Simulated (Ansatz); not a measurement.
Runs of Ansatz 0.2.0 on TaN. It takes space group P4/nmm (No. 129, tetragonal). Conventional cell: a = 3.399 Å, b = 3.399 Å, c = 4.977 Å, α = 90.00°, β = 90.00°, γ = 90.00°. Ta (site symmetry -4m2) is surrounded by 4 N at 2.16 Å and 4 Ta at 2.40 Å. Around N (site symmetry 4mm) lie 4 Ta at 2.16 Å. The cell was built by a generator and needn't be a form met in nature.

```tsv
level	U	hubbard projectors	double counting	gap on the mesh (eV)	pressure (GPa)	relaxed volume (Å³/atom)
LDA+U	Ta d U = 3 eV	ortho-atomic (the default)	fll (the default)	none	0.0	(b)
LDA+U	Ta d U = 1 eV	ortho-atomic (the default)	fll (the default)	none	0.0	12.79
LDA+U	Ta d U = 5 eV	ortho-atomic (the default)	fll (the default)	none	0.0	13.17
LDA+U	Ta d U = 2 eV	ortho-atomic (the default)	fll (the default)	none	0.0	12.83
LDA+U	Ta d U = 4 eV	ortho-atomic (the default)	fll (the default)	none	0.0	(a)
LDA+U	Ta d U = 8 eV	ortho-atomic (the default)	fll (the default)	none	0.0	14.58
LDA	-	-	-	none	0.0	(c)
LDA+U	Ta d U = 6 eV	ortho-atomic (the default)	fll (the default)	none	0.0	13.36
```

Alike in all rows: task relaxation of cell and atoms; potentials or basis Ansatz PAW; no spin polarisation; cell relaxed; k mesh 8 × 8 × 6; cutoff (eV) 420; smearing fermi-dirac 0.05 eV.

Question: Fill in the values left out.

Answer: (a) 13.01; (b) 12.89; (c) 12.76.

Caveats: the plane-wave basis is chosen anew once the cell has moved, so the energies of steps on either side of that aren't comparable; the PAW data sets come from PBE, with cores solved anew for the run's functional, which leaves a small shift of forces and pressure; the electronic state changed during the relaxation (some runs); U without spin polarisation on a metal has little footing (some runs).

A k mesh can miss the band edges, and the runs leave out spin-orbit coupling on Ta.

A gap of «none» marks a metal or a gap under the smearing width.
